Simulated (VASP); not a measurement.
Crystal: Cs.

```
Cs
1.0
     5.38956    0.00000    0.00000
    -2.69478    4.66750    0.00000
     0.00000    0.00000    8.80295
Cs
2
Direct
  0.33333 0.66667 0.75000
  0.66667 0.33333 0.25000
```

The cell was built by a generator and needn't be a form met in nature.

- Program: VASP 6.6.1
- Task: relaxation of cell and atoms
- Functional: PBE
- Potentials or basis: VASP PAW PBE potentials, release 64 (Cs_sv)
- Cutoff: 600 eV
- k mesh: 4 × 4 × 2
- Occupations: gaussian, width 0.05 eV
- Spin: no spin polarisation

At the start: pressure 0.1 GPa; volume 110.72 Å³/atom.

Problem. Where does the relaxation end?

Solution. Over 3 steps the energy falls by 3.4 meV/atom and the volume is 115.96 Å³/atom (+4.7 %); space group P6_3/mmc (No. 194, to 0.05 Å).

The path:
| step | energy change (eV) | largest force (eV/Å) | pressure (GPa) | volume (Å³) |
| --- | --- | --- | --- | --- |
| 1 | 0.0000 | 0.0000 | 0.12 | 221.45 |
| 2 | -0.0025 | 0.0000 | 0.09 | 224.04 |
| 3 | -0.0068 | 0.0000 | 0.02 | 231.92 |

Final structure:
```cif
data_structure
_symmetry_space_group_name_H-M 'P 1'
_symmetry_Int_Tables_number 1
_cell_length_a 5.5139
_cell_length_b 5.5139
_cell_length_c 8.8082
_cell_angle_alpha 90.000
_cell_angle_beta 90.000
_cell_angle_gamma 120.000
_cell_volume 231.92
loop_
_atom_site_label
_atom_site_type_symbol
_atom_site_fract_x
_atom_site_fract_y
_atom_site_fract_z
_atom_site_occupancy
Cs1 Cs 0.33333 0.66667 0.75000 1
Cs2 Cs 0.66667 0.33333 0.25000 1
```
